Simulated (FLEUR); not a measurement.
Input of a FLEUR MaX-R8.1 (later development tree) run:

The input inp.xml:

```xml
<?xml version="1.0" encoding="UTF-8" standalone="no"?>
<fleurInput fleurInputVersion="0.39">
   <comment>
      Tb                                                                                                  
   </comment>
   <calculationSetup>
      <cutoffs Kmax="4.1" Gmax="12.7" GmaxXC="12.7" numbands="0"/>
      <scfLoop itmax="60" minDistance="0.00001" maxIterBroyd="15" imix="Anderson" alpha="0.05" precondParam="0.0" spinf="2.0" sdNocoIR="T"/>
      <coreElectrons ctail="T" frcor="F" kcrel="0" coretail_lmax="0"/>
      <xcFunctional name="pbe" relativisticCorrections="F"/>
      <magnetism jspins="2"/>
      <soc l_soc="F" theta="0.0" phi="0.0" spav="F"/>
      <expertModes spex="0" secvar="F"/>
      <geometryOptimization l_f="T" forcealpha="1.0" forcemix="BFGS" epsdisp="0.0005" epsforce="0.0002"/>
      <ldaU l_linMix="F" mixParam="0.05" spinf="1.0"/>
   </calculationSetup>
   <cell>
      <bzIntegration valenceElectrons="19.0" mode="hist" fermiSmearingEnergy="0.00183747">
         <kPointListSelection listName="default-1"/>
         <!-- k-points included here -->
         <xi:include xmlns:xi="http://www.w3.org/2001/XInclude" href="kpts.xml"> </xi:include>
      </bzIntegration>
      <!-- symmetry operations included here -->
      <xi:include xmlns:xi="http://www.w3.org/2001/XInclude" href="sym.xml"> </xi:include>
      <bulkLattice scale="1.0">
         <bravaisMatrix>
            <row-1>   -3.7983495104459992     3.7983495104459992     3.7983495104459992</row-1>
            <row-2>    3.7983495104459992    -3.7983495104459992     3.7983495104459992</row-2>
            <row-3>    3.7983495104459992     3.7983495104459992    -3.7983495104459992</row-3>
         </bravaisMatrix>
      </bulkLattice>
   </cell>
   <atomSpecies>
      <species name="Terbium (T6.000" element="Tb" atomicNumber="65">
         <mtSphere radius="2.66" gridPoints="879" logIncrement="0.015"/>
         <atomicCutoffs lmax="11" lnonsphr="8"/>
         <electronConfig flipSpins="F">
            <coreConfig>(1s1/2) (2s1/2) (2p1/2) (2p3/2) (3s1/2) (3p1/2) (3p3/2) (4s1/2) (3d3/2) (3d5/2) (4p1/2) (4p3/2) (4d3/2) (4d5/2)</coreConfig>
            <valenceConfig>(5s1/2) (5p1/2) (5p3/2) (6s1/2) (4f5/2) (4f7/2)</valenceConfig>
            <stateOccupation state="(4f5/2)" spinUp="3.0" spinDown="0.8571428571429"/>
            <stateOccupation state="(4f7/2)" spinUp="4.0" spinDown="1.1428571428571"/>
         </electronConfig>
         <energyParameters s="6" p="5" d="5" f="4"/>
         <lo type="SCLO" l="0" n="5" eDeriv="0"/>
         <lo type="HELO" l="1" n="6" eDeriv="0"/>
         <lo type="HELO" l="1" n="6" eDeriv="1"/>
         <lo type="SCLO" l="2" n="5" eDeriv="2"/>
         <lo type="SCLO" l="3" n="4" eDeriv="2"/>
      </species>
   </atomSpecies>
   <atomGroups>
      <atomGroup species="Terbium (T6.000">
         <relPos label="                   1">.0000000000 .0000000000 .0000000000</relPos>
         <force calculate="T" relaxXYZ="TTT"/>
      </atomGroup>
   </atomGroups>
   <output dos="F" band="F" slice="F">
      <checks vchk="F" cdinf="F"/>
      <bandDOS minEnergy="-.5*Htr" maxEnergy="0.5*Htr" sigma="0.015" storeEVData="T"/>
      <vacuumDOS vacdos="F" integ="F" star="F" nstars="0" locx1="0.0" locy1="0.0" locx2="0.0" locy2="0.0" nstm="0" tworkf="0.0"/>
      <unfoldingBand unfoldBand="F" supercellX="1" supercellY="1" supercellZ="1"/>
      <plotting iplot="0" polar="F">
         <plot TwoD="T" vec1="  1.0  0.0  0.0" vec2="  0.0  1.0  0.0" vec3="  0.0  0.0  1.0" zero="  0.0  0.0  0.0" file="plot"/>
      </plotting>
      <chargeDensitySlicing numkpt="0" minEigenval="0.0" maxEigenval="0.0" nnne="0" pallst="F"/>
      <specialOutput eonly="F"/>
      <moessbauerParams electricFieldGradient="T" isomerShift="T" coreHyperfine="T" valenceHyperfine="T"/>
      <magneticCircularDichroism mcd="F" energyLo="-10.0" energyUp="0.0"/>
   </output>
  <!-- We include the file relax.xml here to enable relaxations (see documentation) -->
  <xi:include xmlns:xi="http://www.w3.org/2001/XInclude" href="relax.xml"> <xi:fallback/> </xi:include>
</fleurInput>
```

The input crystal.txt:

```
Tb
&input cartesian=F /
-2.0100000000  2.0100000000  2.0100000000
2.0100000000  -2.0100000000  2.0100000000
2.0100000000  2.0100000000  -2.0100000000
1.8897261246
1.0 1.0 1.0

1
65 0.0000000000  0.0000000000  0.0000000000 : 6.000

&kpt div1=9 div2=9 div3=9 gamma=T /
```

Potentials or basis: all-electron, FLAPW.

The run is started by

```console
$ inpgen -f crystal.txt -profile fastHighL
$ # inp.xml edited to the form shown
$ fleur_MPI
```

Q: Estimate the net moment.

A: 5.90 μB per cell.

Q: Predict the band gap on the k mesh.

A: None (metal or under the smearing width).

Q: Predict the site moments.

A: Tb +5.81 μB.

Core levels (eV from the Fermi level):
```tsv
atom	levels
1 Tb	1s1/2 -51805.2, 2s1/2 -8582.6, 2p1/2 -8155.3, 2p3/2 -7408.7, 3s1/2 -1904.7, 3p1/2 -1718.9, 3p3/2 -1565.0, 4s1/2 -379.2, 3d3/2 -1245.1, 3d5/2 -1211.5, 4p1/2 -306.5, 4p3/2 -272.0, 4d3/2 -152.3, 4d5/2 -146.0
```

Caveat: the magnetic or orbital state may not be the lowest; spin-orbit coupling is left out, which moves the levels of the heavy elements. The state reached can hang on the start; a lower one may exist.
